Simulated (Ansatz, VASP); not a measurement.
**One calculation of GaP, two programs**

```
Ga P
1.0
     0.00000    2.71923    2.71923
     2.71923    0.00000    2.71923
     2.71923    2.71923    0.00000
Ga P
1 1
Cartesian
  0.0000 0.0000 0.0000
  4.0788 4.0788 4.0788
```

Alike in both runs: task relaxation of cell and atoms; functional PBEsol; k mesh 8 × 8 × 8; no spin polarisation.

```csv
,VASP,Ansatz
version,VASP 6.6.1,Ansatz 0.2.0
potentials or method,"VASP PAW PBE potentials, release 64 (Ga_d, P)","scalar-relativistic, plane waves, PAW"
plane-wave cutoff (eV),600,420
occupations,"gaussian, width 0.01 eV",fixed
valence electrons in the cell,18,18
```

```tsv
	VASP	Ansatz	Ansatz less VASP
gap on the k mesh at the Fermi level, each at its own relaxed structure (eV)	1.50	1.50	0.000
relaxed volume (Å³/atom)	20.09	20.11	+0.021
relaxed cell length with the largest relative difference (Å)	3.844	3.846	+0.0013
```

Caveats: the PAW data sets were made with another functional, which shifts forces and pressure a little (VASP). A k mesh can miss the band edges.
